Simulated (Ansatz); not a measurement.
**TiO2 at a changed volume: Electric field gradients**

The cell is a COD entry, relaxed with PBE at fixed cell and then changed (volume scaled by 0.96, ions relaxed).

Space group P4_2/mnm (No. 136); a = 4.5319, c = 2.9190 Å.

| site | Wyckoff | site symmetry | x | y | z |
| --- | --- | --- | --- | --- | --- |
| Ti | 2a | m.mm | 0.0000 | 0.0000 | 0.0000 |
| O | 4f | m.2m | 0.3030 | 0.3030 | 0.0000 |

One atom of each set is listed.

Computed with Ansatz: DFT, PBE, plane waves and PAW, scalar-relativistic, 420 eV cutoff, Γ-centred 7×7×10 k-points, Fermi–Dirac smearing 0.02 eV.

C_Q = eQV_zz/h, which is 24.18 MHz for Q = 1 b and V_zz = 10²¹ V/m²; η = (V_xx − V_yy)/V_zz.

⁴⁹Ti: I = 7/2, Q = 247.0 mb; ¹⁷O: I = 5/2, Q = -25.58 mb. Q values from Pyykkö, Mol. Phys. 116, 1328 (2018).

| site | atoms | first shell | V_zz (10²¹ V/m²) | η | C_Q (MHz) |
| --- | --- | --- | --- | --- | --- |
| Ti | 2 | 6 O at 1.93–1.94 Å | -1.62 | 0.41 | -9.65 |
| O | 4 | 3 Ti at 1.93–1.94 Å | -2.28 | 0.97 | 1.41 |

At this changed cell the PBE pressure is 15 GPa. Where η is near 1 the sign of V_zz means little.

The relaxation (4 steps) took 14 s of wall time (13 s of CPU time) and 0.46 GiB at its peak, on 1 thread of Intel Xeon 6975P-C (Granite Rapids) (x86_64; 16 cores open to the job, memory cap 3.0 GiB, no GPU), a shared host with a load of 2.0 a core.
